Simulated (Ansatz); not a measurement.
# InAs (F-43m) in Ansatz: further runs, part 2 of 2

Ansatz 0.2.0. Earlier steps stand in the parts before.

## (4) Single point, PBE

File input.yaml:

```yaml
crystal:
  lattice:
    - [0.0, 3.018, 3.018]
    - [3.018, 0.0, 3.018]
    - [3.018, 3.018, 0.0]
  atoms:
    - { symbol: In, position: [0.0, 0.0, 0.0] }
    - { symbol: As, position: [0.75, 0.75, 0.75] }
hamiltonian:
  xc: pbe
  pseudopotentials: { kind: paw }
kpoints:
  mp_grid: { grid: [8, 8, 8] }
scf:
  occupations: { method: gaussian, width: 0.015 }
output:
  forces: true
  stress: true
  eigenvalues: true
```

Launch:

```bash
> ansatz run input.yaml --threads 2 --pin off --max-ram 5632MiB --backend cpu --events-out ev --progress --plain --runs-dir out
```

Run time: 0.52 s. Hardware: 2 threads of AMD EPYC 9R45 (Zen 5), shared host; peak memory 0.38 GiB.

Results (log left out):

| Quantity | Value |
| --- | --- |
| Free energy | -10454.4130 eV |
| Pressure | 4.3 GPa |
| Band gap on the k mesh | none (metal or under the smearing width) |

Levels at points of the mesh, in eV from the Fermi level:
```tsv
k point	band 11	band 12	band 13	band 14	band 15	band 16	band 17	band 18
(0.00, 0.00, 0.00)	-11.90	-0.17	0.00	0.00	0.00	3.92	3.92	3.92
(0.00, 0.00, -0.50)	-10.42	-5.79	-1.00	-1.00	0.97	4.69	4.69	6.86
(0.00, -0.50, -0.50)	-9.87	-5.86	-2.34	-2.34	1.54	2.07	9.22	9.31
```

Caveat: this crystal is a semiconductor, whose small gap the functional closes, so the metal is an error of the method.

## (5) Single point, PBE

Edit input.yaml of step 4 so:

```diff
@@ -14,3 +14,3 @@
 scf:
-  occupations: { method: gaussian, width: 0.015 }
+  occupations: { method: gaussian, width: 0.016 }
 output:
```

Launch:

```bash
> ansatz run input.yaml --threads 2 --pin off --max-ram 5632MiB --backend cpu --events-out ev --progress --plain --runs-dir out
```

Wall time 0.5 s (2 threads of AMD EPYC 9R45 (Zen 5), shared host); peak memory 0.41 GiB.

Results (log left out):

```
Free energy            : -10454.4130 eV
Pressure               : 4.3 GPa
Band gap on the k mesh : none (metal or under the smearing width)
```

Levels at points of the mesh, in eV from the Fermi level:
```tsv
k point	band 10	band 11	band 12	band 13	band 14	band 15	band 16	band 17	band 18
(0.00, 0.00, 0.00)	-14.27	-11.90	-0.18	0.00	0.00	0.00	3.92	3.92	3.92
(0.00, 0.00, -0.50)	-14.27	-10.42	-5.79	-1.00	-1.00	0.97	4.69	4.69	6.86
(0.00, -0.50, -0.50)	-14.25	-9.87	-5.86	-2.34	-2.34	1.54	2.07	9.22	9.31
```

Caveat: this crystal is a semiconductor, whose small gap the functional closes, so the metal is an error of the method.

## (6) Single point, PBE

Edit input.yaml of step 5 so:

```diff
@@ -14,3 +14,3 @@
 scf:
-  occupations: { method: gaussian, width: 0.016 }
+  occupations: { method: gaussian, width: 0.017 }
 output:
```

Potentials or basis: Ansatz PAW.

Launch:

```bash
> ansatz run input.yaml --threads 2 --pin off --max-ram 5632MiB --backend cpu --events-out ev --progress --plain --runs-dir out
```

Log:

```text
Warning: RAYON_NUM_THREADS=2 ignored (pool sized by the plan → 2); use --threads N
Engine: ansatz 0.2.0, x86_64-unknown-linux-gnu
Pseudopotentials: kind: paw
Pseudopotential: In, paw, valence charge 13, recommended cutoff 420 eV (normal), In.paw.azcp
Pseudopotential: As, paw, valence charge 15, recommended cutoff 420 eV (normal), As.paw.azcp
Functional definition: PBE
  parameter kappa = 0.804
  parameter beta = 0.06672455060314922
  exchange = pbe_x(kappa = kappa, mu = beta*pi^2/3)
  correlation = pbe_c(beta = beta)
Crystal: 2 atoms, lattice volume = 54.978 Å³
Basis set: ecut = 420 eV, 1067 PW (Γ), exchange–correlation on 60×60×60 points (8 copies of the dense FFT grid, shifted against one another)
Bands: 18, of which v1, the nominal top of the filled ones, is band 14 counted from 1 (13 counted from 0)
Symmetry: 24 space group operations
Space group: F-43m (ITA 216), of the structure as read, at distance tolerance 3.8e-5 Å
k-points: 29 of 512 (time reversal used)
Non-local potential: In, projectors of the file, l = 0: 2, l = 1: 2, l = 2: 2, l = 3: 2
Non-local potential: As, projectors of the file, l = 0: 2, l = 1: 2, l = 2: 3, l = 3: 1
PAW form: soft (Blöchl's): semilocal exchange-correlation on the pseudo side does not see the compensation charge
PAW one-centre angular grid: In, 590 points (default); XC on 64 Gauss nodes
PAW one-centre angular grid: As, 590 points (default); XC on 64 Gauss nodes
Initial density: superposition of atomic densities (neutral atoms: chi_scale 0, normalization atom), corrected by the library's trained network
Initial wavefunctions: pseudopotential atomic-orbital guess
Functional: x = pbe(κ = 0.804, μ = 0.2195149727645171), c = pbe(β = 0.06672455060314922)
SCF iter   1: F=—  HF=-10454.415912 eV  |F-HF|=—  |Δ(HF+E_count)|=         —  Δρ=2.35e-3  dr2=6.53e-3  ethr=1.77e-3  ⟨swp⟩=6.1  Hψ=2553  notcnv=0
preconditioner: auto → none  [insulator: Δε(μ)=0.941 eV  Ē_g=14.778 eV  σ=0.017 eV  W_gap=0.67  n_scr=14 (ndim 8)  ℏωp=21.2 eV  f_vac=0.106  D(μ)=0.35/eV (n_scr^D=0)  ε∞_Penn≈3.1]
SCF iter   2: F=—  HF=-10454.413096 eV  |F-HF|=—  |Δ(HF+E_count)|=   2.82e-3  Δρ=9.80e-4  dr2=5.39e-4  ethr=2.33e-5  ⟨swp⟩=2.7  Hψ=1159  notcnv=0
SCF iter   3: F=—  HF=-10454.412985 eV  |F-HF|=—  |Δ(HF+E_count)|=   1.10e-4  Δρ=2.84e-4  dr2=5.12e-5  ethr=1.92e-6  ⟨swp⟩=2.0  Hψ=896  notcnv=0
SCF iter   4: F=—  HF=-10454.413021 eV  |F-HF|=—  |Δ(HF+E_count)|=   3.56e-5  Δρ=1.03e-4  dr2=6.02e-6  ethr=1.83e-7  ⟨swp⟩=2.0  Hψ=638  notcnv=0
SCF iter   5: F=—  HF=-10454.413029 eV  |F-HF|=—  |Δ(HF+E_count)|=   8.26e-6  Δρ=3.12e-5  dr2=5.96e-7  ethr=2.15e-8  ⟨swp⟩=2.0  Hψ=929  notcnv=0
SCF iter   6: F=-10454.413029 eV  HF=-10454.413029 eV  |F-HF|=3.98e-9  |Δ(HF+E_count)|=   9.28e-8  Δρ=4.64e-6  dr2=9.21e-9  ethr=3.57e-10  ⟨swp⟩=6.2  Hψ=2470  notcnv=0
SCF 1 converged in 6 iterations: F = -10454.413029 eV  dr2 = 9.21e-9
SCF converged after 6 iterations
Free energy (F): -10454.413029 eV
Harris-Foulkes:  -10454.413029 eV  (|F-HF|=3.98e-9)
Internal energy: -10454.412978 eV  (E = F + TS)
E sigma→0 (E₀):  -10454.413004 eV
Entropy (-TS):   -0.000051 eV (-0.026 meV/atom)
Fermi energy:    7.927237 eV
--- Per-component energies (eV) ---
  E_band       = -309.881788
  E_kinetic    = 347.392320
  E_local      = -3267.659858  (includes V_loc(G=0)·N_el)
  E_nonlocal   = -303.267014
  E_hartree    = 1582.485608
  E_xc         = -294.805807
  E_vxc        = -178.993057  (∫ρ·V_xc dr)
  E_paw        = -5990.758844  (= ΣΔE_a)
  E_vpaw       = -72.330279  (= ΣTr[D̂ρ^β])
  E_aug_tail   = 0.000035  (compensation charges beyond the density's cutoff)
  E_ewald      = -2527.799418
  E_smearing   = -0.000051  (= −TS)
  E_closure    = -0.000000  (closes the sum)
  Σ components = -10454.413029   (vs F -10454.413029, Δ=0.00e0)
--- Forces (eV/Å), atoms counted from 1 ---
  atom   1  In    -0.00000000     0.00000000    -0.00000000
  atom   2  As     0.00000000    -0.00000000    -0.00000000
  max |Σ_I F_I| component: 2.20e-16 eV/Å
--- Stress (GPa, compression-positive) ---
        4.292025       0.000000      -0.000000
        0.000000       4.292025       0.000000
       -0.000000       0.000000       4.292025
  P = ⅓ Tr σ = 4.2920 GPa (42.920 kbar)
--- Band table (eV; the first three rows and the last of 29) ---
  k-point 0: bands = ["-27.0528", "-27.0528", "-27.0528", "-27.0447", "-27.0447", "-6.4759", "-6.4759", "-6.4759", "-6.3479", "-6.3479", "-3.9771", "7.7517", "7.9221", "7.9221", "7.9221", "11.8424", "11.8424", "11.8424"]
  k-point 1: bands = ["-27.0528", "-27.0528", "-27.0528", "-27.0447", "-27.0447", "-6.4967", "-6.4699", "-6.4699", "-6.3480", "-6.3480", "-3.8140", "6.0425", "7.7286", "7.7286", "9.0419", "11.9983", "12.1243", "12.1243"]
  k-point 2: bands = ["-27.0528", "-27.0527", "-27.0527", "-27.0447", "-27.0447", "-6.5434", "-6.4570", "-6.4570", "-6.3467", "-6.3467", "-3.3673", "4.2190", "7.3476", "7.3476", "9.1850", "12.5596", "12.5596", "13.1050"]
  k-point 28: bands = ["-27.0528", "-27.0528", "-27.0523", "-27.0447", "-27.0444", "-6.6394", "-6.4244", "-6.4001", "-6.3636", "-6.3398", "-1.8933", "2.2131", "4.9524", "5.0343", "12.1613", "12.2211", "12.9436", "14.0176"]
```

It took 0.5 s on 2 threads of AMD EPYC 9R45 (Zen 5), shared host; peak memory 0.4 GiB.

What came out:

```yaml
Free_energy: -10454.4130 eV
Pressure: 4.3 GPa
Band_gap_on_the_k_mesh: none (metal or under the smearing width)
```

Levels at points of the mesh, in eV from the Fermi level:
```
             k point  band 10  band 11  band 12  band 13  band 14  band 15  band 16  band 17  band 18
  (0.00, 0.00, 0.00)   -14.28   -11.90    -0.18    -0.01    -0.01    -0.01     3.92     3.92     3.92
 (0.00, 0.00, -0.50)   -14.27   -10.42    -5.79    -1.00    -1.00     0.97     4.69     4.69     6.86
(0.00, -0.50, -0.50)   -14.25    -9.87    -5.86    -2.34    -2.34     1.54     2.07     9.21     9.31
```

Caveat: this crystal is a semiconductor, whose small gap the functional closes, so the metal is an error of the method.

## (7) Summary

```csv
smearing,gap on the mesh (eV),pressure (GPa)
gaussian 0.013 eV,none,4.3
gaussian 0.014 eV,none,4.3
gaussian 0.015 eV,none,4.3
gaussian 0.016 eV,none,4.3
gaussian 0.017 eV,none,4.3
```

Alike in all rows: task single point; level PBE; potentials or basis Ansatz PAW; no spin polarisation; cell as given; k mesh 8 × 8 × 8; cutoff (eV) 420.

Every run on the cell as given and a fine mesh finds a metal.

Caveats: this crystal is a semiconductor, whose small gap the functional closes, so the metal is an error of the method.

Absolute energies hang on the potentials; compare differences alone.

## (8) Against experiment

Step 2. Against the measured gap of InAs, 0.418 eV (direct; 4.2 K; a printed reference work, data compilation), the calculated 0.00 eV is off by -0.42 eV. Spin-orbit coupling on As, In is left out. The value is that of PBE on a finite k mesh, which can miss the band edges, without temperature or zero-point motion. Semilocal functionals fall short of measured gaps as a rule.

Step 3. A measured gap of InAs is 0.418 eV (direct; 4.2 K; a printed reference work, data compilation); the calculated 0.00 eV misses it by -0.42 eV. Spin-orbit coupling on As, In is left out. The value is that of PBE on a finite k mesh, which can miss the band edges, without temperature or zero-point motion. Semilocal functionals fall short of measured gaps as a rule.

Step 4. Against the measured gap of InAs, 0.418 eV (direct; 4.2 K; a printed reference work, data compilation), the calculated 0.00 eV is off by -0.42 eV. Spin-orbit coupling on As, In is left out. The value is that of PBE on a finite k mesh, which can miss the band edges, without temperature or zero-point motion. Semilocal functionals fall short of measured gaps as a rule.

Step 5. A measured gap of InAs is 0.418 eV (direct; 4.2 K; a printed reference work, data compilation); the calculated 0.00 eV misses it by -0.42 eV. Spin-orbit coupling on As, In is left out. The value is that of PBE on a finite k mesh, which can miss the band edges, without temperature or zero-point motion. Semilocal functionals fall short of measured gaps as a rule.

Step 6. Measured gap of InAs: 0.418 eV (direct; 4.2 K; a printed reference work, data compilation). This calculation gives 0.00 eV (-0.42 eV). Spin-orbit coupling on As, In is left out. The value is that of PBE on a finite k mesh, which can miss the band edges, without temperature or zero-point motion. Semilocal functionals fall short of measured gaps as a rule.
